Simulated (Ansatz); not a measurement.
Consider the following.

Starting cell, ZrO$_{2}$ (tetragonal-ZrO2 type, space group P4_2/nmc):

```yaml
crystal:
  lattice:
    - [3.62104, 0.00000, 0.00000]
    - [0.00000, 3.62104, 0.00000]
    - [0.00000, 0.00000, 5.28279]
  atoms:
    - { symbol: Zr, position: [0.00000, 0.00000, 0.00000] }
    - { symbol: Zr, position: [0.50000, 0.50000, 0.50000] }
    - { symbol: O, position: [0.00000, 0.50000, 0.19278] }
    - { symbol: O, position: [0.00000, 0.50000, 0.69278] }
    - { symbol: O, position: [0.50000, 0.00000, 0.30722] }
    - { symbol: O, position: [0.50000, 0.00000, 0.80722] }
```

Two-dimensional scan of atom 6 (O, nearest neighbour Zr at 2.077 Å; its periodic images, 3.6 Å or more away, move with it): u runs along (0.707, 0.707, 0.000), v along (0.000, 0.000, 1.000) (Cartesian). Cell and other atoms are fixed.

All values below come from PBE (plane waves to 420 eV, PAW, scalar-relativistic; Ansatz, a quantum-chemistry and plane-wave program). k mesh 7×7×5 (Γ-centred), Fermi-Dirac smearing 0.05 eV. E stands for the smeared free energy. Points where atoms come too close for the PAW data are left out (x in tables, blank in figures). This is a high-temperature form of ZrO2. ZrO2 is run without spin polarisation. ZrO2 was relaxed with its symmetry unable to fall. The zero of ΔE is the undisplaced structure. Axes are in Å.

The scan covers u from -0.310 to 0.310 Å in 7 points and v from -0.310 to 0.310 Å in 7 points.

Task: In which direction of the plane is the atom held most weakly?

Result: Along u.

Task: What are the two principal curvatures of the energy at the centre?

Result: 10.4 and 12.4 eV/Å².

(A displaced cell: forces are minus the slopes of the energy, force constants its curvatures, and phonons follow from these.)
